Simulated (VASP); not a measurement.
# Nb (Fm-3m) in VASP: a series of runs, part 2 of 2

VASP 6.6.1.

## 5. Single point, PBEsol

This run uses another cell than the first one, of 17.44 Å³/atom, 0.960 times its volume.

Contents of INCAR:

```
PREC = Accurate
ENCUT = 520
EDIFF = 1E-6
ISMEAR = -1
SIGMA = 0.1
LREAL = F
LASPH = T
NELM = 100
ALGO = Normal
ISIF = 2
LWAVE = F
LCHARG = T
GGA = PS
LELF = T
LVHAR = T
NBANDS = 12
```

Contents of KPOINTS:

```
regular mesh
0
Gamma
  15 15 15
```

Contents of POSCAR:

```
Nb
1.0
    0.0000000000      2.0583630936      2.0583630936
    2.0583630936      0.0000000000      2.0583630936
    2.0583630936      2.0583630936      0.0000000000
Nb
1
Direct
    0.0000000000      0.0000000000      0.0000000000
```

Potentials or basis: VASP PAW PBE potentials, release 64 (Nb_sv).

Started as:

```bash
> cat potpaw_PBE.64/Nb_sv/POTCAR > POTCAR
> mpirun -np 1 vasp_std > vasp.out
```

OUTCAR:

```text
PREC = Accurate
   ENCUT = 520
   EDIFF = 1E-6
   ISMEAR = -1
   LREAL = F
   LASPH = T
   NELM = 100
   ISIF = 2
   GGA = PS

 ion  position               nearest neighbor table
   1  0.000  0.000  0.000-

  LATTYP: Found a face centered cubic cell.
 ALAT       =     4.1167261872

  Lattice vectors:

 A1 = (   0.0000000000,   2.0583630936,   2.0583630936)
 A2 = (   2.0583630936,   0.0000000000,   2.0583630936)
 A3 = (   2.0583630936,   2.0583630936,   0.0000000000)

Analysis of symmetry for initial positions (statically):
=====================================================================
 Subroutine PRICEL returns:
 Original cell was already a primitive cell.

 Routine SETGRP: Setting up the symmetry group for a
 face centered cubic supercell.

 Subroutine GETGRP returns: Found 48 space group operations
 (whereof 48 operations were pure point group operations)
 out of a pool of 48 trial point group operations.

The static configuration has the point symmetry O_h .

Analysis of symmetry for dynamics (positions and initial velocities):
=====================================================================
 Subroutine PRICEL returns:
 Original cell was already a primitive cell.

 Routine SETGRP: Setting up the symmetry group for a
 face centered cubic supercell.

 Subroutine GETGRP returns: Found 48 space group operations
 (whereof 48 operations were pure point group operations)
 out of a pool of 48 trial point group operations.

The dynamic configuration has the point symmetry O_h .

 Subroutine INISYM returns: Found 48 space group operations
 (whereof 48 operations are pure point group operations),
 and found     1 'primitive' translations

----------------------------------------------------------------------------------------

                                     Primitive cell

  volume of cell :      17.4420

  direct lattice vectors                    reciprocal lattice vectors
     0.000000000  2.058363094  2.058363094    -0.242911468  0.242911468  0.242911468
     2.058363094  0.000000000  2.058363094     0.242911468 -0.242911468  0.242911468
     2.058363094  2.058363094  0.000000000     0.242911468  0.242911468 -0.242911468

  length of vectors
     2.910965003  2.910965003  2.910965003     0.420735004  0.420735004  0.420735004

  position of ions in fractional coordinates (direct lattice)
     0.000000000  0.000000000  0.000000000

  ion indices of the primitive-cell ions
   primitive index   ion index
                 1           1

----------------------------------------------------------------------------------------

 KPOINTS: regular mesh

Automatic generation of k-mesh.
 Grid dimensions read from file:
 generate k-points for:   15   15   15

 Generating k-lattice:

  Cartesian coordinates                     Fractional coordinates (reciprocal lattice)
    -0.016194098  0.016194098  0.016194098     0.066666667  0.000000000  0.000000000
     0.016194098 -0.016194098  0.016194098     0.000000000  0.066666667  0.000000000
     0.016194098  0.016194098 -0.016194098     0.000000000  0.000000000  0.066666667

  Length of vectors
     0.028049000  0.028049000  0.028049000

  Shift w.r.t. Gamma in fractional coordinates (k-lattice)
     0.000000000  0.000000000  0.000000000

 Subroutine IBZKPT returns following result:
 ===========================================

 Found    120 irreducible k-points:

 Following reciprocal coordinates:
            Coordinates               Weight
  0.000000  0.000000  0.000000      1.000000
  0.066667  0.000000  0.000000      8.000000
  0.133333  0.000000  0.000000      8.000000
  0.200000  0.000000  0.000000      8.000000
  0.266667  0.000000  0.000000      8.000000
  0.333333  0.000000  0.000000      8.000000
[... 16 lines left out ...]
  0.133333  0.133333  0.000000      6.000000
  0.200000  0.133333  0.000000     24.000000
 [... further k-points ...]
   k-points           NKPTS =    120   k-points in BZ     NKDIM =    120   number of bands    NBANDS=     12
   number of dos      NEDOS =    301   number of ions     NIONS =      1
   total plane-waves  NPLWV =  13824
   dimension x,y,z NGX =    24 NGY =   24 NGZ =   24
   dimension x,y,z NGXF=    48 NGYF=   48 NGZF=   48
   ions per type =               1
   NGX,Y,Z   is equivalent  to a cutoff of  13.71, 13.71, 13.71 a.u.
   NGXF,Y,Z  is equivalent  to a cutoff of  27.41, 27.41, 27.41 a.u.
 SYSTEM =  unknown system
   PREC   = accura    normal or accurate (medium, high low for compatibility)
   ISTART =      0    job   : 0-new  1-cont  2-samecut
   ICHARG =      2    charge: 1-file 2-atom 10-const
   ISPIN  =      1    spin polarized calculation?
   LNONCOLLINEAR =      F non collinear calculations
   LSORBIT =      F    spin-orbit coupling
   LASPH  =      T    aspherical Exc in radial PAW
   ENCUT  =  520.0 eV  38.22 Ry    6.18 a.u.   5.41  5.41  5.41*2*pi/ulx,y,z
   NELM   =    100;   NELMIN=  2; NELMDL= -5     # of ELM steps
   EDIFF  = 0.1E-05   stopping-criterion for ELM
   LREAL  =      F    real-space projection
   EDIFFG = 0.1E-04   stopping-criterion for IOM
   NSW    =      0    number of steps for IOM
   IBRION =     -1    ionic relax: 0-MD 1-quasi-New 2-CG
   NFREE  =      0    steps in history (QN), initial steepest desc. (CG)
   ISIF   =      2    stress and relaxation
   ISYM   =      2    0-nonsym 1-usesym 2-fastsym
   POTIM  = 0.5000    time-step for ionic-motion
   TEBEG  =    0.0;   TEEND  =   0.0 temperature during run
   PSTRESS=    0.0 pullay stress
   NELECT =      13.0000    total number of electrons
   NUPDOWN=      -1.0000    fix difference up-down
   EMIN   =  10.00;   EMAX   =-10.00  energy-range for DOS
   EFERMI =   0.00;   METHOD = LEGACY
   ISMEAR =    -1;   SIGMA  =   0.10  broadening in eV -4-tet -1-fermi 0-gaus
   EFERMI_NEDOS =   21; number of points for ismear=-14 and -15
   IALGO  =     38    algorithm
   IMIX   =      4    mixing-type and parameters
     AMIX     =   0.40;   BMIX     =  1.00
     AMIX_MAG =   1.60;   BMIX_MAG =  1.00
  volume/ion in A,a.u.               =      17.44       117.70
  Fermi-wavevector in a.u.,A,eV,Ry     =   1.484308  2.804935 29.975942  2.203170
  Thomas-Fermi vector in A             =   2.597861
   LORBIT       =      0    0 simple, 1 ext, 2 COOP (PROOUT), +10 PAW based schemes
   GGA     = PS    functional components
   LHFCALC =     F    Hartree Fock is set to
   AEXX    =    0.0000 exact exchange contribution
   IVDW    =     0    specifies the selected vdW correction
   LEPSILON=     F    determine dielectric tensor
   LRPA    =     F    only Hartree local field effects (RPA)
 non-spin polarized calculation
  energy-cutoff  :      520.00
  volume of cell :       17.44
 maximum number of plane-waves:       489
 NGX is ok and might be reduce to    24
   NGX = 11   NGY = 11   NGZ = 11

 number of electron      13.0000000 magnetization

 Free energy of the ion-electron system (eV)
  ---------------------------------------------------
  ext. energy  EPLUGINS =         0.00000000
  ---------------------------------------------------
  free energy    TOTEN  =       -10.61602300 eV

  energy without entropy =      -10.56962967  energy(sigma->0) =      -10.59282633

 E-fermi :  11.8926     XC(G=0): -12.7980

 val. band max:       11.8922259947   @ k =   0.3333   0.2000   0.0667
 cond. band min:      11.9067007066   @ k =  -0.4000   0.0667   0.0000
 fundamental gap:      0.0144747118
 Fermi energy:        11.8926200632

 k-point     1 :       0.0000    0.0000    0.0000
  band No.  band energies     occupation
      1     -42.7340      2.00000
      2     -17.9870      2.00000
      3     -17.9870      2.00000
      4     -17.9870      2.00000
      5       5.4613      2.00000
      6      11.9314      0.80834
      7      11.9314      0.80834
      8      11.9314      0.80834
      9      14.8052      0.00000
     10      14.8052      0.00000
     11      23.7804      0.00000
     12      28.8507      0.00000
[... 331 lines left out ...]
 k-point    24 :       0.2000    0.1333    0.0000
  band No.  band energies     occupation
      1     -42.6424      2.00000
      2     -18.4300      2.00000
      3     -18.1238      2.00000
      4     -18.1114      2.00000
      5       6.9161      2.00000
      6      10.6787      1.99999
      7      12.6515      0.00101
      8      12.7975      0.00024
      9      13.5354      0.00000
     10      15.2625      0.00000
     11      26.6052      0.00000
     12      27.2559      0.00000

 [... further k-points ...]

------------------------ aborting loop because EDIFF is reached ----------------------------------------

  FORCE on cell =-STRESS in cart. coord.  units (eV):
  Direction    XX          YY          ZZ          XY          YZ          ZX
  --------------------------------------------------------------------------------------
  -------------------------------------------------------------------------------------
  Total        0.7545549      0.7545549      0.7545549      0.0000000     -0.0000000      0.0000000
  in kB       69.3115270     69.3115270     69.3115270      0.0000000     -0.0000000      0.0000000
  external PRESSURE =      69.3115270 kB  Pullay stress =       0.0000000 kB

 VOLUME and BASIS-vectors are now :
 -----------------------------------------------------------------------------
  energy-cutoff  :      520.00
  volume of cell :       17.44
      direct lattice vectors                 reciprocal lattice vectors
     0.000000000  2.058363094  2.058363094    -0.242911468  0.242911468  0.242911468
     2.058363094  0.000000000  2.058363094     0.242911468 -0.242911468  0.242911468
     2.058363094  2.058363094  0.000000000     0.242911468  0.242911468 -0.242911468

 POSITION                                       TOTAL-FORCE (eV/Angst)
 -----------------------------------------------------------------------------------
      0.00000      0.00000      0.00000         0.000000      0.000000      0.000000
 -----------------------------------------------------------------------------------
    total drift:                                0.000000      0.000000     -0.000000

  FREE ENERGIE OF THE ION-ELECTRON SYSTEM (eV)
  ---------------------------------------------------
  free  energy   TOTEN  =       -10.6160230017 eV

  energy  without entropy=      -10.5696296665  energy(sigma->0) =      -10.59282633
```

Run time: 21 s. Hardware: 1 thread of Intel Xeon Platinum 8259CL at 2.50GHz (Skylake/Cascade Lake), shared host; peak memory 0.15 GiB.

Results:

| Property | Result |
| --- | --- |
| Free energy | -10.6160 eV |
| Pressure | 6.9 GPa |
| Band gap on the k mesh | none (metal or under the smearing width) |

Caveat: the PAW data sets were made with another functional, which shifts forces and pressure a little.

## 6. Single point, PBEsol

This run uses another cell than the first one, of 19.62 Å³/atom, 1.080 times its volume.

Contents of INCAR:

```
SYSTEM = Nb
PREC     = Accurate       ! precision mode
ENCUT    = 520            ! plane-wave cutoff, eV
EDIFF    = 1E-6           ! SCF threshold, eV
ISMEAR   = -1             ! smearing method
SIGMA    = 0.1            ! smearing width, eV
LREAL    = .False.        ! projectors in reciprocal space
LASPH    = .True.         ! aspherical terms in the spheres
NELM     = 80             ! most SCF steps
ALGO     = Fast           ! electronic algorithm
ISIF     = 2              ! what is computed and relaxed
LWAVE    = .False.        ! write WAVECAR
LCHARG   = .True.         ! write CHGCAR
GGA      = PS             ! functional
LELF     = .True.         ! ELF
LVHAR    = .True.       
NBANDS   = 12             ! bands
```

Contents of KPOINTS:

```
Automatic mesh
0
Gamma
  15 15 15
  0 0 0
```

Contents of POSCAR:

```
Nb
1.0
    0.0000000000      2.1407838864      2.1407838864
    2.1407838864      0.0000000000      2.1407838864
    2.1407838864      2.1407838864      0.0000000000
Nb
1
Direct
    0.0000000000      0.0000000000      0.0000000000
```

Potentials or basis: VASP PAW PBE potentials, release 64 (Nb_sv).

Started as:

```bash
> cat potpaw_PBE.64/Nb_sv/POTCAR > POTCAR
> mpirun -np 1 vasp_std > vasp.out
```

Run time: 56 s. Hardware: 1 thread of Intel Xeon Platinum 8259CL at 2.50GHz (Skylake/Cascade Lake), shared host; peak memory 0.15 GiB.

The run converged. Its results:

```yaml
Free_energy: -10.5706 eV
Pressure: -12.0 GPa
Band_gap_on_the_k_mesh: none (metal or under the smearing width)
```

Levels at points of the mesh, in eV from the Fermi level:
| k point | band 2 | band 3 | band 4 | band 5 | band 6 | band 7 | band 8 | band 9 | band 10 | band 11 |
| --- | --- | --- | --- | --- | --- | --- | --- | --- | --- | --- |
| (0.00, 0.00, 0.00) | -30.24 | -30.24 | -30.24 | -6.14 | 0.12 | 0.12 | 0.12 | 2.56 | 2.56 | 11.77 |

Caveat: the PAW data sets were made with another functional, which shifts forces and pressure a little.

## 7. Overview

```csv
task,cell,k mesh,cutoff (eV),gap on the mesh (eV),pressure (GPa)
single point,"Fm-3m, 18.17 Å³/atom",21 × 21 × 21,520,none,-0.5
single point,"Fm-3m, 18.17 Å³/atom",13 × 13 × 13,520,none,-0.3
relaxation of cell and atoms,relaxed,13 × 13 × 13,600,none,0.0
single point,"Fm-3m, 17.44 Å³/atom",15 × 15 × 15,520,none,6.9
single point,"Fm-3m, 19.62 Å³/atom",15 × 15 × 15,520,none,-12.0
```

Alike in all rows: level PBEsol; potentials or basis VASP PAW PBE potentials, release 64 (Nb_sv); no spin polarisation; smearing fermi-dirac 0.1 eV.

Every run on the cell as given and a fine mesh finds a metal.

Caveats: the PAW data sets were made with another functional, which shifts forces and pressure a little.

Absolute energies hang on the potentials; compare differences alone.
